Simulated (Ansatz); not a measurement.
InSe:

```
In Se
1.0
     4.04733    0.00000    0.00000
    -2.02366    3.50509    0.00000
     0.00000    0.00000   18.05206
In Se
4 4
Direct
  0.33333 0.66667 0.07739
  0.33333 0.66667 0.92261
  0.00000 0.00000 0.42261
  0.00000 0.00000 0.57739
  0.33333 0.66667 0.35298
  0.33333 0.66667 0.64702
  0.66667 0.33333 0.14700
  0.66667 0.33333 0.85300
```

Measurements of this composition are mostly on another form, of space group No. 160.

```yaml
Program: Ansatz 0.2.0
Task: relaxation of cell and atoms
Functional: LDA
Potentials_or_basis: Ansatz PAW
Cutoff: "420 eV (not typed: the program's choice for these potentials)"
k_mesh: 8 × 8 × 2
Occupations: fermi-dirac, width 0.05 eV
Spin: no spin polarisation
```

At the start: volume 32.01 Å³/atom.

**Question.** Where does the relaxation end?

**Answer.** It ends after 8 steps and the volume is 27.81 Å³/atom (-13.1 %); space group P-6m2 (No. 187, to 0.05 Å).

Step by step:
```tsv
step	energy change (eV)	largest force (eV/Å)	volume (Å³)
1	0.0000	0.1532	256.09
2	-0.0784	0.4048	226.67
3	-0.1884	0.0397	228.94
4	-0.2241	0.0584	219.60
5	-0.2260	0.0545	224.30
6	-0.2284	0.0153	222.57
7	-0.2284	0.0003	222.46
8	-0.2242	0.0006	222.46
```

Final structure:
```
In Se
1.0
     3.97333    0.00000    0.00000
    -1.98666    3.44100    0.00000
     0.00000    0.00000   16.27066
In Se
4 4
Direct
  0.33333 0.66667 0.08427
  0.33333 0.66667 0.91573
  0.00000 0.00000 0.41574
  0.00000 0.00000 0.58426
  0.33333 0.66667 0.33789
  0.33333 0.66667 0.66211
  0.66667 0.33333 0.16218
  0.66667 0.33333 0.83782
```

Caveat: the plane-wave basis is chosen anew once the cell has moved, so the energies of steps on either side of that aren't comparable; the PAW data sets come from PBE, with cores solved anew for the run's functional, which leaves a small shift of forces and pressure.
